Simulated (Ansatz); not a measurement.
# Br (Cmce) in Ansatz: notebook

The runs below take Br through band structure, with LDA, PBE, PBEsol.

Everything below comes from runs of Ansatz 0.2.0. Logs are shortened: lines on timing, memory, paths and dates and some standing lists are left out, and cuts for length are marked.

## (1) The crystal as given

The structure is orthorhombic, space group Cmce (No. 64). Conventional cell: a = 6.726 Å, b = 4.645 Å, c = 8.702 Å, α = 90.00°, β = 90.00°, γ = 90.00°. Br (site symmetry m) is surrounded by 1 Br at 2.29 Å.

## (2) Band structure, LDA

input.yaml reads:

```yaml
crystal:
  lattice:
    - [3.36325, -2.32255, 0.0]
    - [3.36325, 2.32255, 0.0]
    - [0.0, 0.0, 8.7023]
  atoms:
    - { symbol: Br, position: [0.3651, 0.6349, 0.3901] }
    - { symbol: Br, position: [0.1349, 0.8651, 0.8901] }
    - { symbol: Br, position: [0.6349, 0.3651, 0.6099] }
    - { symbol: Br, position: [0.8651, 0.1349, 0.1099] }
hamiltonian:
  xc: lda
  pseudopotentials: { kind: paw }
kpoints:
  mp_grid: { grid: [7, 7, 3] }
  band_path:
    path:
      - [[0.0, 0.0, 0.0], [0.3692207505, -0.3692207505, 0.0], [0.0, -0.5, 0.0], [0.0, -0.5, -0.5], [0.3692207505, -0.3692207505, -0.5], [0.0, 0.0, -0.5], [0.0, 0.0, 0.0], [-0.5, -0.5, 0.0], [-0.3692207505, -0.6307792495, 0.0], [-0.3692207505, -0.6307792495, -0.5], [-0.5, -0.5, -0.5], [-0.5, -0.5, 0.0]]
      - [[0.0, 0.0, -0.5], [-0.5, -0.5, -0.5]]
    npoints: 14
scf:
  occupations: { method: fermi_dirac, width: 0.05 }
  n_extra_bands: 10
output:
  forces: true
  stress: true
  eigenvalues: true
  fatbands: true
```

Potentials or basis: Ansatz PAW.

Launch:

```console
$ ansatz run input.yaml --threads 2 --pin off --max-ram 5632MiB --backend cpu --events-out ev --progress --plain --runs-dir out
```

The log of the run:

```text
Warning: RAYON_NUM_THREADS=2 ignored (pool sized by the plan → 2); use --threads N
scf.n_extra_bands = 10 over 14 filled bands (N_el = 28.0): the run solves 24 bands
Engine: ansatz 0.2.0, aarch64-unknown-linux-gnu
Pseudopotentials: kind: paw
Pseudopotential: Br, paw, valence charge 7, recommended cutoff 420 eV (normal), Br.paw.azcp
Functional definition: SPW92
  exchange = slater_x
  correlation = pw_c
Crystal: 4 atoms, lattice volume = 135.953 Å³
Basis set: ecut = 420 eV, 2641 PW (Γ)
Bands: 24, of which v1, the nominal top of the filled ones, is band 14 counted from 1 (13 counted from 0)
Symmetry: 8 space group operations
Space group: Cmce (ITA 64), of the structure as read, at distance tolerance 5.1e-5 Å
k-points: 32 of 147
Non-local potential: Br, projectors of the file, l = 0: 2, l = 1: 2, l = 2: 2
PAW form: soft (Blöchl's): semilocal exchange-correlation on the pseudo side does not see the compensation charge
PAW frozen core: Br, regenerated for the run's functional, and the local potential with it (the file was generated under x = pbe(κ = 0.804, μ = 0.2195149727645171), c = pbe(β = 0.06672455060314922))
PAW one-centre angular grid: Br, 110 points (default); XC on 64 Gauss nodes
Initial density: superposition of atomic densities (neutral atoms: chi_scale 0, normalization atom), corrected by the library's trained network
Initial wavefunctions: pseudopotential atomic-orbital guess
Functional: x = slater, c = lda
SCF iter   1: F=—  HF=-10774.932892 eV  |F-HF|=—  |Δ(HF+E_count)|=         —  Δρ=4.17e-3  dr2=1.21e-2  ethr=1.77e-3  ⟨swp⟩=6.7  Hψ=4400  notcnv=0  defer=8
preconditioner: auto → Resta (q_TF=auto, 2.097 Å⁻¹)  ε∞=2.7  [insulator: Δε(μ)=1.736 eV  Ē_g=13.078 eV  σ=0.050 eV  W_gap=1.00  n_scr=22 (ndim 8)  ℏωp=16.9 eV  f_vac=0.000  D(μ)=0.00/eV (n_scr^D=0)  ε∞_Penn≈2.7]
SCF iter   2: F=—  HF=-10774.932133 eV  |F-HF|=—  |Δ(HF+E_count)|=   7.59e-4  Δρ=2.25e-3  dr2=3.95e-3  ethr=4.34e-5  ⟨swp⟩=1.7  Hψ=1272  notcnv=0  defer=65
SCF iter   3: F=—  HF=-10774.931810 eV  |F-HF|=—  |Δ(HF+E_count)|=   3.23e-4  Δρ=2.01e-4  dr2=8.23e-5  ethr=1.41e-5  ⟨swp⟩=1.4  Hψ=790  notcnv=0  defer=65
SCF iter   4: F=—  HF=-10774.931814 eV  |F-HF|=—  |Δ(HF+E_count)|=   3.38e-6  Δρ=6.03e-5  dr2=6.96e-6  ethr=2.94e-7  ⟨swp⟩=2.2  Hψ=1090  notcnv=0  defer=65
SCF iter   5: F=—  HF=-10774.931814 eV  |F-HF|=—  |Δ(HF+E_count)|=   2.45e-8  Δρ=1.55e-5  dr2=3.99e-7  ethr=2.49e-8  ⟨swp⟩=2.0  Hψ=1017  notcnv=0  defer=65
SCF iter   6: F=-10774.931814 eV  HF=-10774.931814 eV  |F-HF|=6.77e-10  |Δ(HF+E_count)|=   7.11e-8  Δρ=3.61e-6  dr2=1.67e-8  ethr=3.57e-10  ⟨swp⟩=10.6  Hψ=4253  notcnv=0
SCF 1 converged in 6 iterations: F = -10774.931814 eV  dr2 = 1.67e-8
NSCF: frozen V_eff on 170 k-points
SCF converged after 6 iterations
Free energy (F): -10774.931814 eV
Harris-Foulkes:  -10774.931814 eV  (|F-HF|=6.77e-10)
Internal energy: -10774.931814 eV  (E = F + TS)
E sigma→0 (E₀):  -10774.931814 eV
Entropy (-TS):   -0.000000 eV (-0.000 meV/atom)
Fermi energy:    2.181659 eV
--- Per-component energies (eV) ---
  E_band       = -120.746343
  E_kinetic    = 528.743035
  E_local      = -953.513608  (includes V_loc(G=0)·N_el)
  E_nonlocal   = 286.944370
  E_hartree    = 239.521400
  E_xc         = -1038.723441
  E_vxc        = -411.975617  (∫ρ·V_xc dr)
  E_paw        = -8644.176233  (= ΣΔE_a)
  E_vpaw       = -49.986740  (= ΣTr[D̂ρ^β])
  E_aug_tail   = -0.000000  (compensation charges beyond the density's cutoff)
  E_ewald      = -1194.553381
  E_core_change = 0.826045  (= ΣΔE_core)
  E_smearing   = -0.000000  (= −TS)
  E_closure    = 0.000000  (closes the sum)
  Σ components = -10774.931814   (vs F -10774.931814, Δ=0.00e0)
--- Forces (eV/Å), atoms counted from 1 ---
  atom   1  Br     0.00000000     0.28935145    -0.63160760
  atom   2  Br     0.00000000    -0.28935145    -0.63160760
  atom   3  Br     0.00000000    -0.28935145     0.63160760
  atom   4  Br     0.00000000     0.28935145     0.63160760
  max |Σ_I F_I| component: 0.00e0 eV/Å
--- Stress (GPa, compression-positive) ---
       -1.064337       0.000000       0.000000
        0.000000      -1.922866       0.000000
        0.000000       0.000000      -0.714602
  P = ⅓ Tr σ = -1.2339 GPa (-12.339 kbar)
--- Band table (eV; the first three rows and the last of 32) ---
  k-point 0: bands = ["-14.7143", "-14.3980", "-11.8916", "-11.2211", "-3.6934", "-2.6772", "-0.9063", "-0.8797", "-0.3869", "-0.3484", "0.3121", "0.9128", "1.2110", "1.2605", "3.0306", "3.8157", "6.8381", "7.6119", "8.3973", "9.9822", "10.0533", "10.3557", "11.4183", "11.6506"]
  k-point 1: bands = ["-14.6451", "-14.4886", "-11.7178", "-11.3845", "-3.4868", "-3.0027", "-0.7376", "-0.6734", "-0.3773", "-0.3580", "0.3057", "0.6552", "1.2231", "1.2478", "3.0961", "3.4725", "7.2996", "7.7308", "8.8639", "9.6439", "10.0161", "10.1367", "11.8511", "11.9326"]
  k-point 2: bands = ["-14.6723", "-14.3842", "-11.8593", "-11.2581", "-3.6953", "-2.7696", "-1.1498", "-1.0796", "-0.5269", "-0.4984", "0.5354", "1.0005", "1.1386", "1.1900", "3.0283", "3.7644", "7.3185", "7.9076", "8.7951", "9.7703", "9.9811", "10.3778", "11.0182", "11.9286"]
  k-point 31: bands = ["-14.4184", "-14.3113", "-11.5876", "-11.3785", "-3.3979", "-3.1538", "-2.1867", "-1.8499", "-1.3669", "-1.0921", "0.3076", "0.3484", "0.7245", "0.9806", "3.1713", "3.3770", "8.9029", "8.9756", "9.7411", "9.8180", "10.4260", "10.9820", "11.9711", "12.4466"]
```

fatbands.tsv:

```text
# ik	k_distance	band	e_minus_ef	br0_l0_4S	br0_l1_4P	br1_l0_4S	br1_l1_4P	br2_l0_4S	br2_l1_4P	br3_l0_4S	br3_l1_4P
# fermi_ev = 2.181659
# lock_threshold_ev = 1e-12
# [0, 0, 0] at k_distance = 0.000000
# [0.3692207505, -0.3692207505, 0] at k_distance = 0.998851
[... 16 lines left out ...]
0	0.000000	2	-14.073306	0.226663	0.023296	0.226663	0.023296	0.226663	0.023296	0.226663	0.023296
0	0.000000	3	-13.402802	0.242267	0.007639	0.242267	0.007639	0.242267	0.007639	0.242267	0.007639
0	0.000000	4	-5.875057	0.011872	0.234765	0.011872	0.234765	0.011872	0.234765	0.011872	0.234765
0	0.000000	5	-4.858844	0.026357	0.219310	0.026357	0.219310	0.026357	0.219310	0.026357	0.219310
[... 2061 lines left out ...]
86	3.988337	3	-13.403214	0.242243	0.007664	0.242243	0.007664	0.242243	0.007664	0.242243	0.007664
86	3.988337	4	-5.866785	0.011783	0.234955	0.011783	0.234955	0.011783	0.234955	0.011783	0.234955
86	3.988337	5	-4.871781	0.026173	0.219625	0.026173	0.219625	0.0
```

Wall time 14 s (2 threads of Arm Neoverse V1, shared host); peak memory 0.48 GiB.

Results:

```
Free energy             : -10774.9318 eV
Pressure                : -1.2 GPa
Largest force           : 0.695 eV/Å
Band gap on the k mesh  : 1.75 eV, indirect (least direct gap 1.77 eV)
Band gap along the path : 1.71 eV, indirect (least direct gap 1.75 eV)
```

Forces on the atoms (eV/Å):
```
Br   0.000  0.289 -0.632
Br   0.000 -0.289 -0.632
Br   0.000 -0.289  0.632
Br   0.000  0.289  0.632
```

Levels at the corners of the path, in eV from the valence-band top:
```csv
point,band 12,band 13,band 14,band 15,band 16,band 17
Γ,-0.38,-0.08,-0.03,1.74,2.52,5.54
X,-0.90,-0.35,-0.02,1.97,2.24,7.59
S,-0.86,-0.26,-0.26,2.43,2.43,6.82
R,-0.55,0.00,0.00,2.14,2.14,7.14
A,-0.55,-0.51,-0.51,2.10,2.10,8.11
Z,-0.86,-0.06,-0.06,1.95,1.95,6.31
Γ,-0.38,-0.08,-0.03,1.74,2.52,5.54
Y,-1.20,-0.42,-0.02,1.80,2.19,7.04
X1,-0.90,-0.35,-0.02,1.97,2.24,7.59
A1,-0.55,-0.51,-0.51,2.10,2.10,8.11
T,-0.95,-0.65,-0.65,1.87,1.87,7.72
Y,-1.20,-0.42,-0.02,1.80,2.19,7.04
Z,-0.86,-0.06,-0.06,1.95,1.95,6.31
T,-0.95,-0.65,-0.65,1.87,1.87,7.72
```

Caveat: the PAW data sets come from PBE, with cores solved anew for the run's functional, which leaves a small shift of forces and pressure.

## (3) Band structure, PBE

Changes to input.yaml since step 2:

```diff
@@ -11,3 +11,3 @@
 hamiltonian:
-  xc: lda
+  xc: pbe
   pseudopotentials: { kind: paw }
@@ -27,2 +27,2 @@
   eigenvalues: true
-  fatbands: true
+  fatbands: false
```

Potentials or basis: Ansatz PAW.

Launch:

```console
$ ansatz run input.yaml --threads 2 --pin off --max-ram 5632MiB --backend cpu --events-out ev --progress --plain --runs-dir out
```

It took 9.3 s on 2 threads of Arm Neoverse V1, shared host; peak memory 0.49 GiB.

Results (log left out):

```yaml
Free_energy: -11132.5298 eV
Pressure: 1.8 GPa
Largest_force: 0.870 eV/Å
Band_gap_on_the_k_mesh: 1.90 eV, indirect (least direct gap 1.92 eV)
Band_gap_along_the_path: 1.86 eV, indirect (least direct gap 1.90 eV)
```

Forces in eV/Å, atoms in the order of the input:
```
Br   0.000  0.417 -0.764
Br   0.000 -0.417 -0.764
Br   0.000 -0.417  0.764
Br   0.000  0.417  0.764
```

Stress tensor (GPa, compression positive):
```
1.22 0.00 0.00
0.00 1.27 0.00
0.00 0.00 3.00
```

Levels at the corners of the path, in eV from the valence-band top:
```
point  band 11  band 12  band 13  band 14  band 15  band 16  band 17  band 18
    Γ    -0.94    -0.36    -0.09    -0.05     1.87     2.62     5.98     6.67
    X    -1.15    -0.87    -0.33    -0.03     2.09     2.35     7.88     8.41
    S    -0.81    -0.81    -0.25    -0.25     2.53     2.53     7.14     7.14
    R    -0.53    -0.53     0.00     0.00     2.25     2.25     7.46     7.46
    A    -0.54    -0.54    -0.49    -0.49     2.21     2.21     8.42     8.42
    Z    -0.83    -0.83    -0.07    -0.07     2.10     2.10     6.68     6.68
    Γ    -0.94    -0.36    -0.09    -0.05     1.87     2.62     5.98     6.67
    Y    -1.34    -1.15    -0.40    -0.03     1.93     2.30     7.32     7.58
   X1    -1.15    -0.87    -0.33    -0.03     2.09     2.35     7.88     8.41
   A1    -0.54    -0.54    -0.49    -0.49     2.21     2.21     8.42     8.42
    T    -0.92    -0.92    -0.63    -0.63     2.00     2.00     8.02     8.02
    Y    -1.34    -1.15    -0.40    -0.03     1.93     2.30     7.32     7.58
    Z    -0.83    -0.83    -0.07    -0.07     2.10     2.10     6.68     6.68
    T    -0.92    -0.92    -0.63    -0.63     2.00     2.00     8.02     8.02
```

As with any semilocal functional, this PBE gap is likely too small.

## (4) Band structure, PBEsol

Changes to input.yaml since step 3:

```diff
@@ -11,3 +11,3 @@
 hamiltonian:
-  xc: pbe
+  xc: pbesol
   pseudopotentials: { kind: paw }
```

Potentials or basis: Ansatz PAW.

Launch:

```console
$ ansatz run input.yaml --threads 2 --pin off --max-ram 5632MiB --backend cpu --events-out ev --progress --plain --runs-dir out
```

The log of the run:

```text
Warning: RAYON_NUM_THREADS=2 ignored (pool sized by the plan → 2); use --threads N
scf.n_extra_bands = 10 over 14 filled bands (N_el = 28.0): the run solves 24 bands
[... 3 set-up lines as earlier in the session ...]
Functional definition: PBEsol
  exchange = pbesol_x
  correlation = pbesol_c
Crystal: 4 atoms, lattice volume = 135.953 Å³
Basis set: ecut = 420 eV, 2641 PW (Γ), exchange–correlation on 60×60×120 points (8 copies of the dense FFT grid, shifted against one another)
Bands: 24, of which v1, the nominal top of the filled ones, is band 14 counted from 1 (13 counted from 0)
[... 2 set-up lines as earlier in the session ...]
k-points: 32 of 147
[... 6 set-up lines as earlier in the session ...]
Functional: x = pbesol(κ = 0.804, μ = 0.12345679012345678), c = pbesol(β = 0.046)
[... 14 lines left out ...]
E sigma→0 (E₀):  -10945.649360 eV
Fermi energy:    2.402192 eV
--- Per-component energies (eV) ---
  E_band       = -115.075976
  E_kinetic    = 527.334303
  E_local      = -947.574220  (includes V_loc(G=0)·N_el)
  E_nonlocal   = 282.255518
  E_hartree    = 239.467849
  E_xc         = -1040.223367
  E_vxc        = -408.037408  (∫ρ·V_xc dr)
  E_paw        = -8812.725143  (= ΣΔE_a)
  E_vpaw       = -47.989417  (= ΣTr[D̂ρ^β])
  E_aug_tail   = -0.000000  (compensation charges beyond the density's cutoff)
  E_ewald      = -1194.553381
  E_core_change = 0.369081  (= ΣΔE_core)
  E_smearing   = -0.000000  (= −TS)
  E_closure    = -0.000000  (closes the sum)
  Σ components = -10945.649360   (vs F -10945.649360, Δ=0.00e0)
--- Forces (eV/Å), atoms counted from 1 ---
  atom   1  Br    -0.00000000     0.31510566    -0.64960576
  atom   2  Br     0.00000000    -0.31510566    -0.64960576
  atom   3  Br     0.00000000    -0.31510566     0.64960576
  atom   4  Br    -0.00000000     0.31510566     0.64960576
  max |Σ_I F_I| component: 2.22e-16 eV/Å
--- Stress (GPa, compression-positive) ---
        0.041497       0.000000       0.000000
        0.000000      -0.513855       0.000000
        0.000000       0.000000       0.787471
  P = ⅓ Tr σ = 0.1050 GPa (1.050 kbar)
--- Band table (eV; the first three rows and the last of 32) ---
  k-point 0: bands = ["-14.4907", "-14.1749", "-11.6545", "-10.9813", "-3.4945", "-2.4848", "-0.7161", "-0.7036", "-0.2209", "-0.1810", "0.5135", "1.1046", "1.3918", "1.4356", "3.2923", "4.0557", "7.2480", "7.9710", "8.7052", "10.3453", "10.3469", "10.6535", "11.6929", "11.9421"]
  k-point 1: bands = ["-14.4216", "-14.2653", "-11.4802", "-11.1455", "-3.2882", "-2.8066", "-0.5622", "-0.4933", "-0.2109", "-0.1910", "0.5065", "0.8501", "1.4025", "1.4245", "3.3638", "3.7320", "7.6875", "8.0962", "9.1799", "9.9945", "10.3106", "10.4333", "12.1199", "12.2104"]
  k-point 2: bands = ["-14.4488", "-14.1613", "-11.6221", "-11.0184", "-3.4957", "-2.5761", "-0.9621", "-0.8863", "-0.3561", "-0.3272", "0.7260", "1.1878", "1.3211", "1.3681", "3.2939", "4.0063", "7.7166", "8.2627", "9.1044", "10.1178", "10.2766", "10.6838", "11.3417", "12.2021"]
  k-point 31: bands = ["-14.1963", "-14.0892", "-11.3503", "-11.1396", "-3.2013", "-2.9565", "-1.9789", "-1.6477", "-1.1761", "-0.9061", "0.5060", "0.5462", "0.9171", "1.1653", "3.4274", "3.6256", "9.2223", "9.3007", "10.0339", "10.1454", "10.7321", "11.2904", "12.3145", "12.7099"]
```

bands.tsv:

```text
[... 190 lines left out ...]
7.019249	-16.559844	-16.559844	-13.633188	-13.633188	-5.469587	-5.469587	-4.238596	-4.238596	-3.230498	-3.230498	-1.894258	-1.894258	-1.493150	-1.493150	1.030594	1.030594	6.979671	6.979671	7.912447	7.912447	8.175104	8.175104	9.921622	9.921622
7.085970	-16.552206	-16.552206	-13.630002	-13.630002	-5.467238	-5.467238	-4.290682	-4.290682	-3.243615	-3.243615	-1.873322	-1.873322	-1.543873	-1.543873	1.020628	1.020628	6.949131	6.949131	7.954769	7.954769	8.100030	8.100030	10.192984	10.192984
7.152691	-16.549621	-16.549621	-13.628925	-13.628925	-5.466361	-5.466361	-4.308313	-4.308313	-3.248034	-3.248034	-1.863648	-1.863648	-1.563697	-1.563697	1.017205	1.017205	6.938898	6.938898	8.006095	8.006095	8.036183	8.036183	10.269129	10.269129
```

It took 9.3 s on 2 threads of Arm Neoverse V1, shared host; peak memory 0.49 GiB.

What came out:

```
Free energy             : -10945.6494 eV
Pressure                : 0.1 GPa
Largest force           : 0.722 eV/Å
Band gap on the k mesh  : 1.84 eV, indirect (least direct gap 1.86 eV)
Band gap along the path : 1.79 eV, indirect (least direct gap 1.84 eV)
```

Forces in eV/Å, atoms in the order of the input:
```
Br   0.000  0.315 -0.650
Br   0.000 -0.315 -0.650
Br   0.000 -0.315  0.650
Br   0.000  0.315  0.650
```

Levels at the corners of the path, in eV from the valence-band top:
```csv
point,band 11,band 12,band 13,band 14,band 15,band 16,band 17,band 18
Γ,-0.96,-0.37,-0.08,-0.04,1.82,2.58,5.77,6.50
X,-1.17,-0.89,-0.34,-0.03,2.04,2.30,7.72,8.27
S,-0.84,-0.84,-0.25,-0.25,2.49,2.49,6.98,6.98
R,-0.54,-0.54,0.00,0.00,2.20,2.20,7.30,7.30
A,-0.54,-0.54,-0.50,-0.50,2.16,2.16,8.26,8.26
Z,-0.84,-0.84,-0.06,-0.06,2.03,2.03,6.51,6.51
Γ,-0.96,-0.37,-0.08,-0.04,1.82,2.58,5.77,6.50
Y,-1.37,-1.17,-0.41,-0.02,1.87,2.26,7.16,7.43
X1,-1.17,-0.89,-0.34,-0.03,2.04,2.30,7.72,8.27
A1,-0.54,-0.54,-0.50,-0.50,2.16,2.16,8.26,8.26
T,-0.94,-0.94,-0.64,-0.64,1.94,1.94,7.87,7.87
Y,-1.37,-1.17,-0.41,-0.02,1.87,2.26,7.16,7.43
Z,-0.84,-0.84,-0.06,-0.06,2.03,2.03,6.51,6.51
T,-0.94,-0.94,-0.64,-0.64,1.94,1.94,7.87,7.87
```

Caveat: the PAW data sets come from PBE, with cores solved anew for the run's functional, which leaves a small shift of forces and pressure.

## (5) Overview

```csv
level,gap on the mesh (eV),pressure (GPa),largest force (eV/Å)
LDA,1.75,-1.2,0.69
PBE,1.90,1.8,0.87
PBEsol,1.84,0.1,0.72
```

Alike in all rows: task band structure; potentials or basis Ansatz PAW; no spin polarisation; cell as given; k mesh 7 × 7 × 3; cutoff (eV) 420; smearing fermi-dirac 0.05 eV.

On the cell as given the gap runs from 1.71 eV (LDA) to 1.86 eV (PBE). The pressure there spans -1.2 GPa (LDA) to 1.8 GPa (PBE); a positive pressure means that this level wants a larger cell, a negative one a smaller.

Caveats: the PAW data sets come from PBE, with cores solved anew for the run's functional, which leaves a small shift of forces and pressure (some runs).

Absolute energies hang on the potentials; compare differences alone.
